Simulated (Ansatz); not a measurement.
# Where V_Mg-H2 puts its levels in the gap of MgS (F-43m)

Charge states of V_Mg-H2 in MgS (F-43m), set against the band edges. Model: a cell of 72 host atoms with 1 Mg taken out and 2 H put in.

Calculated with Ansatz 0.2.0; place-levels on PBEsol runs: charge-transition levels and formation energies with image-charge correction and potential alignment at the atomic sites.

### Step 1. Set-up

The cell holds 73 atoms: 35 Mg, 36 S and 2 H. Cell: a = 11.989 Å, b = 11.989 Å, c = 15.985 Å, α = 60.0°, β = 60.0°, γ = 60.0°. It derives from MgS (space group F-43m). Nearest the centre at fractional (0.333, 0.667, 0.500): H73 at 0.95 Å, H72 at 0.95 Å, S22 at 2.45 Å, S44 at 2.45 Å, S45 at 2.45 Å, S38 at 2.45 Å, Mg5 at 4.00 Å, Mg29 at 4.00 Å.

Screening for the image-charge correction: ε∞ = 4.14, ε0 = 6.69, computed on the host (DFPT, PBEsol).

The cell's shortest repeat is 12.0 Å.

### Step 2. The runs of each charge state

Levels follow from differences of total energies between charge states, each relaxed by itself.

Random displacements of about 0.03 Å break the site symmetry at the start, so that the relaxation can reach a distorted minimum if there is one. Forces are taken at one point at (¼, ¼, ¼). The cell holds 1 electron fewer than the neutral one, with a uniform background that keeps it neutral on the whole. The electron count is odd, so at least one spin is unpaired; this run locks the moment at 1 μB.

One state's input; the others differ in charge, spin, start and seed, and in occupations where the table says so.

The input, qp1_M1.relax/input.yaml:

```yaml
crystal:
  lattice:
    - [0.0, 8.4772986, 8.4772986]
    - [8.4772986, 0.0, 8.4772986]
    - [11.3030648, 11.3030648, 0.0]
  atoms:
    - { symbol: Mg, position: [0.0, 0.0, 0.0] }
    - { symbol: S, position: [0.08333333, 0.08333333, 0.0625] }
[... 1 atom line left out ...]
    - { symbol: S, position: [0.08333333, 0.08333333, 0.3125] }
    - { symbol: Mg, position: [0.0, 0.0, 0.5] }
    - { symbol: S, position: [0.08333333, 0.08333333, 0.5625] }
[... 14 atom lines left out ...]
    - { symbol: Mg, position: [0.0, 0.66666667, 0.5] }
    - { symbol: S, position: [0.08333333, 0.75, 0.5625] }
    - { symbol: Mg, position: [0.0, 0.66666667, 0.75] }
[... 3 atom lines left out ...]
    - { symbol: Mg, position: [0.33333333, 0.0, 0.25] }
[... 1 atom line left out ...]
    - { symbol: Mg, position: [0.33333333, 0.0, 0.5] }
[... 7 atom lines left out ...]
    - { symbol: Mg, position: [0.33333333, 0.33333333, 0.5] }
    - { symbol: S, position: [0.41666667, 0.41666667, 0.5625] }
    - { symbol: Mg, position: [0.33333333, 0.33333333, 0.75] }
[... 3 atom lines left out ...]
    - { symbol: Mg, position: [0.33333333, 0.66666667, 0.25] }
    - { symbol: S, position: [0.41666667, 0.75, 0.3125] }
    - { symbol: S, position: [0.41666667, 0.75, 0.5625] }
    - { symbol: Mg, position: [0.33333333, 0.66666667, 0.75] }
[... 13 atom lines left out ...]
    - { symbol: Mg, position: [0.66666667, 0.33333333, 0.5] }
[... 5 atom lines left out ...]
    - { symbol: Mg, position: [0.66666667, 0.66666667, 0.25] }
[... 1 atom line left out ...]
    - { symbol: Mg, position: [0.66666667, 0.66666667, 0.5] }
[... 3 atom lines left out ...]
    - { symbol: H, position: [0.365588, 0.569904, 0.524191] }
    - { symbol: H, position: [0.236571, 0.698921, 0.524191] }
  host:
    repeats: [3, 3, 4]
    atoms:
      - { symbol: Mg, position: [0.0, 0.0, 0.0] }
      - { symbol: S, position: [0.25, 0.25, 0.25] }
total_charge: 1
basis:
  ecutwfc: 420
  xc_grid: 2
hamiltonian:
  xc: pbesol
kpoints:
  mp_grid: { grid: [1, 1, 1], shift: [0.25, 0.25, 0.25] }
magnetization:
  spin_polarized: true
  initial_magnetization: 1
  spin_locking: { lock_magnetization: hard }
scf:
  occupations: { method: fixed }
  max_iter: 100
output:
  forces: true
  charged_corrections:
    epsilon: 4.14
    static_epsilon: 6.69
    defect_position: [0.333333, 0.666667, 0.5]
relax:
  f_tol: 0.02
  max_steps: 80
  random_displacement: { amplitude: 0.03, seed: 7029 }
checkpoint:
  write: "../qp1_M1.relax.run"
  compress: false
  write_wavefunctions: true
  write_every: 100000
```

On the command line:

```bash
ansatz run input.yaml --threads 4 --pin off --max-ram 6594MiB --backend cpu --events-out ev --progress --plain --runs-dir out
```

The run of this state that the levels use, under PBEsol:

The input, qp1_M1.point/input.yaml:

```yaml
crystal:
  checkpoint: "../qp1_M1.relax.run"
  host: checkpoint
total_charge: 1
basis:
  ecutwfc: 420
  xc_grid: 2
hamiltonian:
  xc: pbesol
kpoints:
  mp_grid: { grid: [1, 1, 1], shift: [0.25, 0.25, 0.25] }
magnetization:
  spin_polarized: true
  initial_magnetization: 1
  spin_locking: { lock_magnetization: hard }
scf:
  occupations: { method: fixed }
  max_iter: 100
output:
  forces: true
  eigenvalues: true
  charged_corrections:
    epsilon: 4.14
    static_epsilon: 6.69
    defect_position: [0.333333, 0.666667, 0.5]
  eigenstates: { localisation: true }
  populations: true
  efg: {}
checkpoint:
  read: "../qp1_M1.relax.run"
  write: "../qp1_M1.point.run"
  compress: false
  write_wavefunctions: false
  write_every: 100000
```

Relaxations under PBEsol at one point at (¼, ¼, ¼); times on 4 threads of Arm Neoverse V2, shared host:

| charge | moment (μB) | occupations | outcome | steps | largest displacement against the far atoms (Å) | time |
| --- | --- | --- | --- | --- | --- | --- |
| 0 | 0 | fixed | converged | 6 | 0.39 | 1.9 min |
| 0 | 2 | fixed | converged | 8 | 0.47 | 6.5 min |
| +1 | 1 | fixed | converged | 6 | 0.42 | 4.5 min |

Single points under PBEsol at one point at (¼, ¼, ¼); times on 4 threads of Arm Neoverse V2, shared host:

| charge | moment (μB) | occupations | outcome | time |
| --- | --- | --- | --- | --- |
| 0 | 0 | fixed | converged | 26 s |
| 0 | 2 | fixed | converged | 57 s |
| +1 | 1 | fixed | converged | 52 s |

Distances (Å) from the ideal centre to the nearest atoms after relaxation with PBEsol:

| charge | moment (μB) | 1. | 2. | 3. | 4. | 5. | 6. |
| --- | --- | --- | --- | --- | --- | --- | --- |
| 0 | 0 | H 1.28 | H 1.29 | S 2.26 | S 2.29 | S 2.63 | S 2.63 |
| 0 | 2 | H 1.03 | H 1.03 | S 2.41 | S 2.53 | S 2.57 | S 2.57 |
| +1 | 1 | H 1.34 | H 1.34 | S 2.17 | S 2.45 | S 2.69 | S 2.69 |

### Step 3. place-levels, PBEsol

A charged cell interacts with its images and the background, and its potential has another zero than the host's. place-levels removes the first by a point-charge model, screened by the static dielectric constant since the ions have relaxed around the charge, and the second by comparing potentials at atoms far from the defect.

The host is a run of the defect-free crystal in the same cutoffs, grids and k-points, so that basis and sampling errors cancel in part in the differences. The host is run in a cell of 2 atoms on a matching mesh. Its band edges are searched through the zone by a band path, so the gap is smaller than, or equal to, that on the mesh. Chemical potentials are energies per atom of Mg (hcp) and H (H2 molecule), run with the same functional and cutoff.

The input, levels.point.yaml:

```yaml
host:
  run: host.point.run
states: [q0.point.run, q0_M2.point.run, qp1_M1.point.run]
geometry_from:
  q0.point.run: q0.relax.run
  q0_M2.point.run: q0_M2.relax.run
  qp1_M1.point.run: qp1_M1.relax.run
  host.point.run: host.relax.run
chemical_potentials:
  Mg:
    energy: -1912.053531
    dataset: "<sha256 of the dataset>"
  H:
    energy: -15.609288
    dataset: "<sha256 of the dataset>"
```

On the command line:

```bash
ansatz place-levels levels.point.yaml -- --threads 4 --pin off --max-ram 6594MiB
```

Numbers of over 12 decimals in the logs are rounded to 6 here.

Log:

```text
(+1/0) 0.148 eV above the valence edge, 3.167 eV under the conduction edge
formation energy of charge +1: +2.947 eV with the Fermi level at the valence edge
formation energy of charge 0: +3.096 eV with the Fermi level at the valence edge
  edges by pbesol, gap 3.315 eV; the host is sampled to repeats of 11.99 Å
  the defect's cells are sampled to repeats of 11.99 Å, like sampling
  charge +1: -98910.1853 eV with its correction of +0.140 eV, at epsilon 6.69, aligned at sites: -0.1202 eV, mean over 37 atomic sites at or beyond 5.99 Å from the defect at [0.3333, 0.6667, 0.5000], with +0.023766 for the charge's moments and without [...]
  charge 0: +0.025 eV for its dipole among its images, +0.000 omitted
  charge 0: states[1] (q0_M2.point.run) stands 2.931 eV higher, with a moment of 2.00 μB against 0.00
  of states[2] (qp1_M1.point.run): how wide its charge is, is not read beside other atoms or cores, and a band state would take no correction. [...]
  of states[1] (q0_M2.point.run): its moments are held at its close (magnetization.spin_locking), by a field of 0.692 eV a Bohr magneton, and its energy and levels are of the state that this holds: a run that lets them go can end lower; [...]
```

Wall time 0.18 s (4 threads of Arm Neoverse V2, shared host).

Levels between the charges placed, in eV above the valence top:

|  | gap (eV) | (+1/0) |
| --- | --- | --- |
| PBEsol | 3.32 | 0.15 |

Corrections by state:

| charge | moment (μB) | image terms and alignment (eV) | band filling (eV) | ε used | over the lowest of its charge, as the program ranks them, band filling apart (eV) |
| --- | --- | --- | --- | --- | --- |
| +1 | 1.0 | 0.140 | - | 6.69 | 0.000 |
| 0 | 0.0 | 0.025 | - | - | 0.000 |
| 0 | 2.0 | 0.000 | - | - | 2.931 |

From the program's caveats on the states, each cut to its opening words:

- charge +1 (1 μB): how wide its charge is, is not read beside other atoms or cores, and a band state would take no correction
- charge 0 (2 μB): its moments are held at its close (magnetization.spin_locking), by a field of 0.692 eV a Bohr magneton, and its energy and levels are of the state that this [...]

The host's formation energy from the elements is -1.415 eV per atom; it sets how far the chemical potentials can move.

Limit set by the element alone; other compounds of these elements are not counted. Chemical potentials from the elements' reference states: Mg 0.00 eV, S -2.83 eV, H 0.00 eV. Formation energies (Mg-rich), with the Fermi level at the valence top and at the conduction bottom (gap 3.32 eV):

| charge | at valence top (eV) | at conduction bottom (eV) | correction included (eV) |
| --- | --- | --- | --- |
| +1 | 2.95 | 6.26 | 0.14 |
| 0 | 3.10 | 3.10 | 0.02 |

(Fermi level (eV), lowest formation energy (eV)): (0.00, 2.95), (0.30, 3.10), (0.60, 3.10), (0.90, 3.10), (1.20, 3.10), (1.51, 3.10), (1.81, 3.10), (2.11, 3.10), (2.41, 3.10), (2.71, 3.10), (3.01, 3.10), (3.32, 3.10)

Limit set by the element alone; other compounds of these elements are not counted. Chemical potentials from the elements' reference states: S 0.00 eV, Mg -2.83 eV, H 0.00 eV. Formation energies (S-rich), with the Fermi level at the valence top and at the conduction bottom (gap 3.32 eV):

| charge | at valence top (eV) | at conduction bottom (eV) | correction included (eV) |
| --- | --- | --- | --- |
| +1 | 0.12 | 3.43 | 0.14 |
| 0 | 0.27 | 0.27 | 0.02 |

```json
{"Fermi level (eV)": "0.00", "lowest formation energy (eV)": "0.12"}
{"Fermi level (eV)": "0.30", "lowest formation energy (eV)": "0.27"}
{"Fermi level (eV)": "0.60", "lowest formation energy (eV)": "0.27"}
{"Fermi level (eV)": "0.90", "lowest formation energy (eV)": "0.27"}
{"Fermi level (eV)": "1.20", "lowest formation energy (eV)": "0.27"}
{"Fermi level (eV)": "1.51", "lowest formation energy (eV)": "0.27"}
{"Fermi level (eV)": "1.81", "lowest formation energy (eV)": "0.27"}
{"Fermi level (eV)": "2.11", "lowest formation energy (eV)": "0.27"}
{"Fermi level (eV)": "2.41", "lowest formation energy (eV)": "0.27"}
{"Fermi level (eV)": "2.71", "lowest formation energy (eV)": "0.27"}
{"Fermi level (eV)": "3.01", "lowest formation energy (eV)": "0.27"}
{"Fermi level (eV)": "3.32", "lowest formation energy (eV)": "0.27"}
```

### Step 4. A changed set-up

The levels are placed again with one choice changed, to see how much they rest on it.

levels.try0.yaml is levels.point.yaml with these lines changed:

```diff
+epsilon: 5.51
+static_epsilon: 8.9
```

On the command line:

```bash
ansatz place-levels levels.try0.yaml -- --threads 4 --pin off --max-ram 6594MiB
```

Log:

```text
(+1/0) 0.198 eV above the valence edge, 3.117 eV under the conduction edge
formation energy of charge +1: +2.906 eV with the Fermi level at the valence edge
formation energy of charge 0: +3.104 eV with the Fermi level at the valence edge
  edges by pbesol, gap 3.315 eV; the host is sampled to repeats of 11.99 Å
[... the lines on each state left out ...]
```

The change: dielectric constants a third too high.

Levels in eV above the valence top; the changed ones are not the defect's:

|  | gap (eV) | (+1/0) |
| --- | --- | --- |
| changed | 3.32 | 0.20 |
| as set up | 3.32 | 0.15 |

The largest shift is 0.05 eV.

### Step 5. Summary of results

```json
{
 "gap of the host": "3.32 eV (PBEsol)",
 "level (plus 1/0)": "0.15 eV above the valence top",
 "lowest of the charges placed, just above the valence top (0.02 eV)": "+1",
 "lowest of the charges placed, just below the conduction bottom (0.02 eV)": "0",
 "lowest formation energy at mid-gap of the charges run, Mg-rich": "3.10 eV",
 "lowest formation energy at mid-gap of the charges run, S-rich": "0.27 eV"
}
```

**Reading.** Of the charges placed (0 and +1), the lowest changes at 0.15 eV (+1/0) above the valence top, in a gap of 3.32 eV. (+1/0) lies 0.15 eV from a band edge, less than the doubt on such levels. Charges above +1 and below 0 were not placed, so these runs say nothing of levels that involve them. States placed: +1 at 1 μB; 0 at 0 μB and 2 μB. Other spin states or structures, where not listed, weren't placed. H is taken at its element; compounds, which aren't counted here, bound the chemical potentials and would shift these formation energies. Keep in mind: one k-point off the zone centre stands for the whole zone; PBEsol makes the gap too small and tends to spread out bound carriers.

[Logs are printed without paths, hosts, clocks, repeated set-up lines and the standing remarks that a program may print on its own settings, such as how far it seeks lower states.]

[Hosts, paths, dates, database ids (printed as entryN), source tags and the programs' standing remarks are cut or masked in the printed files.]

[Where a table of states has a column of steps, it counts the stored structures, which are thinned; the runs took as many ionic steps or more.]

[A defect's name tells the site on which it was built; relaxed atoms can leave that site.]

[For some hosts the program warned that the k-mesh of the response run may be too coarse for force constants and the static dielectric constant; such warnings are not shown here.]
